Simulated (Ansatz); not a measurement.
This run works on a generated trial structure, not on a known crystal.

Input and command of a plane-wave DFT calculation in Ansatz:

```yaml
crystal:
  lattice:
    - [1.88272198, -3.26096421, 0.0]
    - [1.88272198, 3.26096421, 0.0]
    - [0.0, 0.0, 8.9304601]
  atoms:
    - { symbol: Ge, position: [0.0, 0.5, 0.33333363] }
    - { symbol: Ge, position: [0.5, 0.0, 0.66666637] }
    - { symbol: Ge, position: [0.5, 0.0, 0.16666637] }
    - { symbol: Ge, position: [0.0, 0.5, 0.83333363] }
    - { symbol: Ge, position: [0.0, 0.0, 0.5] }
    - { symbol: Ge, position: [0.5, 0.5, 0.0] }
basis:
  ecutwfc: 420
kpoints:
  mp_grid: { grid: [6, 6, 2] }
hamiltonian:
  xc: pbe
scf:
  occupations: { method: gaussian, width: 0.1 }
  lower_state_search: "off"
output:
  forces: true
  stress: true
  eigenvalues: true
relax:
  adjacent_minimum: "off"
  f_tol: 0.04
  max_steps: 70
  cell: { stress_tol: 0.4 }
```

```bash
ansatz run input.yaml --threads 1 --pin off --max-ram 2560MiB --backend cpu --events-out ev --progress --plain --runs-dir out
```

Processor: Arm Neoverse V1, 1 thread, on a host shared with other jobs.

Question: How long does it run, and how much memory does it take?

Answer: About 69 s, peak memory 0.44 GiB. It solves 51 bands at 26 k points (after reduction by symmetry) with about 2551 plane waves (on the last cell), in 42 SCF iterations over 7 ionic steps.
